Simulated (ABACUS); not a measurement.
# Rh (Fm-3m) in ABACUS: notebook

The runs below take Rh through band structure, equation of state, with BP86, PBEsol, LDA-PW92.

Program: ABACUS 3.10.1. These are calculated values, not measurements. Logs are shortened: lines on timing, memory, paths and dates and some standing lists are left out, and cuts for length are marked.

**The experiment to reproduce.**

From “Thermal equation of state of rhodium characterized by XRD in a resistively heated diamond anvil cell”, 2024, pmc:11535440, for a bulk crystal of Rh: bulk modulus 264 ± 1 GPa.

The runs below are set against these values where they give the same quantity.

### Step 1. The crystal as given

The structure is cubic, space group Fm-3m (No. 225). The conventional cell has a = 3.796 Å, b = 3.796 Å, c = 3.796 Å, α = 90.00°, β = 90.00°, γ = 90.00°. Rh (site symmetry m-3m) has 12 Rh at 2.68 Å as nearest neighbours.

### Step 2. Band structure, BP86

File INPUT:

```
INPUT_PARAMETERS
suffix              Rh
calculation         nscf
basis_type          pw
pseudo_dir          ./
symmetry            -1
dft_functional      GGA_X_B88+GGA_C_P86
ecutwfc             89.0
pseudo_rcut         10
nspin               1
nbands              19
ks_solver           dav
smearing_method     fd
smearing_sigma      0.00367493
scf_thr             1e-08
scf_nmax            100
mixing_type         broyden
mixing_beta         0.7
init_chg            file
pw_diag_thr         1e-07
out_band            1
kpar                4
```

File STRU:

```
ATOMIC_SPECIES
Rh 102.9055 Rh.upf

LATTICE_CONSTANT
1.8897261246

LATTICE_VECTORS
2.6839652100 0.0000000000 0.0000000000
1.3419826050 2.3243820547 0.0000000000
1.3419826050 0.7747940182 2.1914484173

ATOMIC_POSITIONS
Direct

Rh
0.0
1
0.0000000000 0.0000000000 0.0000000000 1 1 1
```

File KPT:

```
K_POINTS
12
Line
0.00000000 0.00000000 0.00000000 10 // G
0.50000000 0.00000000 0.50000000 10 // X
0.50000000 0.25000000 0.75000000 10 // W
0.37500000 0.37500000 0.75000000 10 // K
0.00000000 0.00000000 0.00000000 10 // G
0.50000000 0.50000000 0.50000000 10 // L
0.62500000 0.25000000 0.62500000 10 // U
0.50000000 0.25000000 0.75000000 10 // W
0.50000000 0.50000000 0.50000000 10 // L
0.37500000 0.37500000 0.75000000 1 // K
0.62500000 0.25000000 0.62500000 10 // U
0.50000000 0.00000000 0.50000000 1 // X
```

Potentials or basis: PseudoDojo NC SR 0.4.1 PBE standard, plane waves.

The run is started by

```bash
OMP_NUM_THREADS=1 mpirun -np 4 abacus > log
```

running log:

```text
ABACUS v3.10.1

               Atomic-orbital Based Ab-initio Computation at UStc

 ------------------------------------------------------------------------------------

 READING GENERAL INFORMATION
                           global_out_dir = OUT.Rh/
                           global_in_card = INPUT
                               pseudo_dir = ./
                              orbital_dir =
                                    DSIZE = 4
                                    GSIZE = 1

 READING UNITCELL INFORMATION
                                    ntype = 1
                  lattice constant (Bohr) = 1.88973
              lattice constant (Angstrom) = 1

 READING ATOM TYPE 1
                               atom label = Rh
                      L=0, number of zeta = 1
                      L=1, number of zeta = 1
                      L=2, number of zeta = 1
             number of atom for this type = 1

                        TOTAL ATOM NUMBER = 1
DIRECT COORDINATES
    atom                   x                   y                   z     mag                  vx                  vy                  vz
taud_Rh1            0.0000000000        0.0000000000        0.0000000000  0.0000        0.0000000000        0.0000000000        0.0000000000

                          Volume (Bohr^3) = 92.2597
                             Volume (A^3) = 13.6715

 Lattice vectors: (Cartesian coordinate: in unit of a_0)
             +2.68397                  +0                  +0
             +1.34198            +2.32438                  +0
             +1.34198           +0.774794            +2.19145
 Reciprocal vectors: (Cartesian coordinate: in unit of 2 pi/a_0)
            +0.372583           -0.215111           -0.152106
                   -0           +0.430222           -0.152106
                   +0                  -0           +0.456319
 The esolver type has been set to : ksdft_pw

                PAO radial cut off (Bohr) = 10

 Read in pseudopotential file is Rh.upf
                     pseudopotential type = NC
          exchange-correlation functional = PBE
                 nonlocal core correction = 1
                        valence electrons = 17
                                     lmax = 2
                           number of zeta = 4
                     number of projectors = 6
                           L of projector = 0
                           L of projector = 0
                           L of projector = 1
                           L of projector = 1
                           L of projector = 2
                           L of projector = 2
 XC functional updated to : GGA_X_B88+GGA_C_P86
          exchange-correlation functional = GGA_X_B88+GGA_C_P86
     initial pseudo atomic orbital number = 10

 SETUP THE ELECTRONS NUMBER
            electron number of element Rh = 17
      total electron number of element Rh = 17
            AUTOSET number of electrons:  = 17
                           occupied bands = 9
                                   NBANDS = 19
                                   NLOCAL = 9

%%%%%%%%%%%%%%%%%%%%%%%%%%%%%%%%%%%%%%%%%%%%%%%%%%%%%%%%%%%%%%%%%%%%%%%%%%%%%%%%%%%%%%%%%%%%%%%%%%%%%%%%%%
 Warning: the number of valence electrons in pseudopotential > 9 for Rh: [Kr] 4d8 5s1
 Pseudopotentials with additional electrons can yield (more) accurate outcomes, but may be less efficient.
 If you're confident that your chosen pseudopotential is appropriate, you can safely ignore this warning.
%%%%%%%%%%%%%%%%%%%%%%%%%%%%%%%%%%%%%%%%%%%%%%%%%%%%%%%%%%%%%%%%%%%%%%%%%%%%%%%%%%%%%%%%%%%%%%%%%%%%%%%%%%

 SETUP THE PLANE WAVE BASIS
 energy cutoff for charge/potential (unit:Ry) = 356
            fft grid for charge/potential = [ 32, 32, 32 ]
                        fft grid division = [ 1, 1, 1 ]
        big fft grid for charge/potential = [ 32, 32, 32 ]
                                     nbxx = 32768
                                     nrxx = 32768

 SETUP PLANE WAVES FOR CHARGE/POTENTIAL
                    number of plane waves = 10417
                         number of sticks = 637

 PARALLEL PW FOR CHARGE/POTENTIAL
     PROC   COLUMNS(POT)             PW
        1            637          10417
 --------------- sum -------------------
        1            637          10417
                            number of |g| = 156
                                  max |g| = 31.9282
                                  min |g| = 0

----------- Double Check Mixing Parameters Begin ------------
mixing_type: broyden
mixing_beta: 0.7
mixing_gg0: 1
mixing_gg0_min: 0.1
mixing_ndim: 8
----------- Double Check Mixing Parameters End ------------

 SETUP K-POINTS
                                    nspin = 1
                                   nkstot = 102
K-POINTS DIRECT COORDINATES
 KPOINTS    DIRECT_X    DIRECT_Y    DIRECT_Z  WEIGHT
       1  0.00000000  0.00000000  0.00000000  1.0000
       2  0.05000000  0.00000000  0.05000000  1.0000
       3  0.10000000  0.00000000  0.10000000  1.0000
       4  0.15000000  0.00000000  0.15000000  1.0000
       5  0.20000000  0.00000000  0.20000000  1.0000
       6  0.25000000  0.00000000  0.25000000  1.0000
[... 22 lines left out ...]
      29  0.40000000  0.35000000  0.75000000  1.0000
      30  0.38750000  0.36250000  0.75000000  1.0000
[... 72 further k points ...]

           k-point number in this process = 26
       minimum distributed K point number = 25

[... K-POINTS CARTESIAN COORDINATES: 26 rows ...]

[... K-POINTS DIRECT COORDINATES: 26 rows ...]

 SETUP PLANE WAVES FOR WAVE FUNCTIONS
     energy cutoff for wavefunc (unit:Ry) = 89
              fft grid for wave functions = [ 32, 32, 32 ]
                    number of plane waves = 1807
                         number of sticks = 199

 PARALLEL PW FOR WAVE FUNCTIONS
     PROC   COLUMNS(POT)             PW
        1            199           1807
 --------------- sum -------------------
        1            199           1807

 SETUP NONLOCAL PSEUDOPOTENTIALS IN PLANE WAVE BASIS
 Rh non-local projectors:
 projector 1 L=0
 projector 2 L=0
 projector 3 L=1
 projector 4 L=1
 projector 5 L=2
 projector 6 L=2
      TOTAL NUMBER OF NONLOCAL PROJECTORS = 18

 Init Non-Local PseudoPotential table :
 Init Non-Local-Pseudopotential done.

                                     npwx = 1316

 Make real space PAO into reciprocal space.
       max mesh points in Pseudopotential = 1001
     dq(describe PAO in reciprocal space) = 0.01
                                    max q = 1136

 number of pseudo atomic orbitals for Rh is 4
WARNING: norm of atomic wavefunction # 3 of atomic type Rh is 0.999998, renormalized
WARNING: norm of atomic wavefunction # 4 of atomic type Rh is 0.999701, renormalized

 -------------------------------------------
 NONSELF-CONSISTENT
 -------------------------------------------
                                 init_chg = file
 try to read charge from file
 Read in the charge density: OUT.Rh//Rh-CHARGE-DENSITY.restart

 PW ALGORITHM --------------- ION=   1  ELEC=   1--------------------------------
 k(1/102) Iter steps (avg)=14 threshold=1e-07
 k(2/102) Iter steps (avg)=17 threshold=1e-07
 k(3/102) Iter steps (avg)=10 threshold=1e-07
 k(4/102) Iter steps (avg)=12 threshold=1e-07
 k(5/102) Iter steps (avg)=10 threshold=1e-07
 k(6/102) Iter steps (avg)=13 threshold=1e-07
 k(7/102) Iter steps (avg)=15 threshold=1e-07
 k(8/102) Iter steps (avg)=16 threshold=1e-07
 k(9/102) Iter steps (avg)=18 threshold=1e-07
 k(10/102) Iter steps (avg)=13 threshold=1e-07
[... 6 lines left out ...]
 k(17/102) Iter steps (avg)=20 threshold=1e-07
 k(18/102) Iter steps (avg)=17 threshold=1e-07
 k(19/102) Iter steps (avg)=19 threshold=1e-07
 k(20/102) Iter steps (avg)=19 threshold=1e-07
 k(21/102) Iter steps (avg)=19 threshold=1e-07
 k(22/102) Iter steps (avg)=18 threshold=1e-07
 k(23/102) Iter steps (avg)=17 threshold=1e-07
 k(24/102) Iter steps (avg)=17 threshold=1e-07
 k(25/102) Iter steps (avg)=18 threshold=1e-07
 k(26/102) Iter steps (avg)=18 threshold=1e-07
[... levels at 26 k points of this process ...]

 Density error is 0.00000000000
                          Error Threshold = 1.00000000000e-07
----------------------------------------------------------
     Energy           Rydberg                 eV
----------------------------------------------------------
 E_KohnSham     -234.7617563714      -3194.0975591394
 E_KS(sigma->0) -234.7607863971      -3194.0843619618
 E_Harris       -234.7617563714      -3194.0975591394
 E_band         -5.7797535187        -78.6375808904
 E_one_elec     -49.6089807926       -674.9648107525
 E_Hartree      37.6609376448        512.4033439919
 E_xc           -38.0834998349       -518.1525975364
 E_Ewald        -184.7282734401      -2513.3571004872
 E_entropy(-TS) -0.0019399486        -0.0263943551
 E_descf        0.0000000000         0.0000000000
 E_exx          0.0000000000         0.0000000000
 E_Fermi        1.7045315091         23.1913409442
----------------------------------------------------------

 charge density convergence is achieved
 final etot is -3194.0975591 eV
 EFERMI = 23.191340944 eV

 STATE ENERGY(eV) AND OCCUPATIONS    NSPIN == 1
 1/26 kpoint (Cartesian) = 0.0000 0.0000 0.0000 (1291 pws)
       1       -56.1405      0.0196078
       2       -23.5970      0.0196078
       3       -23.5970      0.0196078
       4       -23.5970      0.0196078
       5        14.8143      0.0196078
       6        19.6464      0.0196078
[... 11 lines left out ...]
      18        55.0924        0.00000
      19        61.2241        0.00000

 2/26 kpoint (Cartesian) = 0.018629 -0.010756 0.015211 (1307 pws)
       1       -56.1367      0.0196078
       2       -23.6155      0.0196078
       3       -23.6039      0.0196078
       4       -23.6039      0.0196078
       5        14.9499      0.0196078
       6        19.5563      0.0196078
[... 11 lines left out ...]
      18        55.1798        0.00000
      19        59.7072        0.00000

 3/26 kpoint (Cartesian) = 0.037258 -0.021511 0.030421 (1299 pws)
       1       -56.1259      0.0196078
       2       -23.6686      0.0196078
       3       -23.6236      0.0196078
       4       -23.6236      0.0196078
       5        15.3430      0.0196078
       6        19.3027      0.0196078
[... 11 lines left out ...]
      18        55.4473        0.00000
      19        56.9788        0.00000

 4/26 kpoint (Cartesian) = 0.055887 -0.032267 0.045632 (1307 pws)
       1       -56.1089      0.0196078
       2       -23.7503      0.0196078
       3       -23.6544      0.0196078
       4       -23.6544      0.0196078
       5        15.9444      0.0196078
       6        18.9293      0.0196078
[... 11 lines left out ...]
      18        55.9105        0.00000
      19        55.9108        0.00000

 5/26 kpoint (Cartesian) = 0.074517 -0.043022 0.060843 (1307 pws)
       1       -56.0875      0.0196078
       2       -23.8515      0.0196078
       3       -23.6930      0.0196078
       4       -23.6930      0.0196078
       5        16.6305      0.0196078
       6        18.4906      0.0196078
[... 11 lines left out ...]
      18        56.5958        0.00000
      19        58.8345        0.00000

 6/26 kpoint (Cartesian) = 0.093146 -0.053778 0.076053 (1299 pws)
       1       -56.0638      0.0196078
       2       -23.9615      0.0196078
       3       -23.7356      0.0196078
       4       -23.7356      0.0196078
       5        17.1362      0.0196078
       6        18.0393      0.0196078
[... 11 lines left out ...]
      18        57.5369        0.00000
      19        58.2312        0.00000

[... levels at 20 further k points ...]

 --------------------------------------------
 !FINAL_ETOT_IS -3194.097559139387 eV
 --------------------------------------------

 Output bands in file: OUT.Rh/BANDS_1.dat
```

It took 2.5 s on 4 MPI ranks of Intel Xeon Platinum 8488C (Sapphire Rapids), shared host; peak memory 0.36 GiB.

Levels at the corners of the path, in eV from the Fermi level:
```
point  band 5  band 6  band 7  band 8  band 9  band 10  band 11  band 12
    Γ   -7.98   -3.15   -3.15   -3.15   -1.04    -1.04    16.24    21.64
    X   -6.38   -6.03    0.51    0.96    0.96     3.31    12.33    13.41
    W   -5.07   -3.85   -3.85   -1.25    0.97     9.70     9.70    11.29
    K   -5.58   -4.82   -2.10   -0.73    0.34     7.93     8.67    12.12
    Γ   -7.98   -3.15   -3.15   -3.15   -1.04    -1.04    16.24    21.64
    L   -6.19   -3.22   -3.22    0.54    0.54     0.79     8.66    15.74
    U   -5.58   -4.82   -2.10   -0.73    0.34     7.93     8.67    12.12
    W   -5.07   -3.85   -3.85   -1.25    0.97     9.70     9.70    11.29
    L   -6.19   -3.22   -3.22    0.54    0.54     0.79     8.66    15.74
    K   -5.58   -4.82   -2.10   -0.73    0.34     7.93     8.67    12.12
    U   -5.58   -4.82   -2.10   -0.73    0.34     7.93     8.67    12.12
    X   -6.38   -6.03    0.51    0.96    0.96     3.31    12.33    13.41
```

Caveat: the density is read from an earlier self-consistent run, whose mesh may be coarse; the potentials were made for another functional, which shifts forces and pressure.

(Continued in part 2 of 2.)
